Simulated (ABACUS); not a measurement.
## SrO under changes of volume

One of the cells (16.901 Å³/atom); the others are scaled copies at fixed shape and fractional positions:

```
CELL_PARAMETERS angstrom
0.00000 2.56630 2.56630
2.56630 0.00000 2.56630
2.56630 2.56630 0.00000
ATOMIC_POSITIONS crystal
Sr 0.50000 0.50000 0.50000
O 0.00000 0.00000 0.00000
```

```yaml
Program: ABACUS 3.10.1
Functional: PBE
Potentials_or_basis: PseudoDojo NC SR 0.4.1 PBE standard
Cutoff: 1143 eV
Density_cutoff: 4572 eV
Basis: plane waves
k_mesh: 9 × 9 × 9
Occupations: fermi-dirac, width 0.05 eV
Spin: no spin polarisation
```

| volume (Å³/atom) | energy over the lowest point (meV/atom) | pressure (GPa) | gap on the mesh (eV) |
| --- | --- | --- | --- |
| 15.887 | ? | ? | ? |
| 16.225 | 27.54 | 7.5 | 3.36 |
| 16.563 | 14.16 | 5.2 | 3.37 |
| 16.901 | 5.42 | 3.1 | 3.38 |
| 17.239 | 0.84 | 1.2 | 3.38 |
| 17.577 | 0.00 | -0.4 | 3.39 |
| 17.915 | 2.52 | -2.0 | 3.39 |

**Question.** What does the run at 15.887 Å³/atom give?

**Answer.** Energy over the lowest point 46.07 meV/atom; pressure 10.1 GPa; gap on the mesh 3.34 eV.

Worked out: A Birch-Murnaghan fit of order 3 (a polynomial in V^(-2/3)) to the other rows has its minimum at 17.49 Å³/atom with B0 = V·E''(V) = 85 GPa and B' = 4.5. It gives 46.09 meV/atom at 15.887 Å³/atom, against the run's 46.07, and -dE/dV = 10.1 GPa, against 10.1. A straight line through the other rows of the gap, of slope 0.304 eV per unit of ln V, extrapolates to 3.36 eV, against the run's 3.34.

Energies are extrapolated to zero smearing.

Caveats: an odd mesh through Γ misses points on the zone boundary, where band edges often lie. Spin-orbit coupling on Sr is left out.
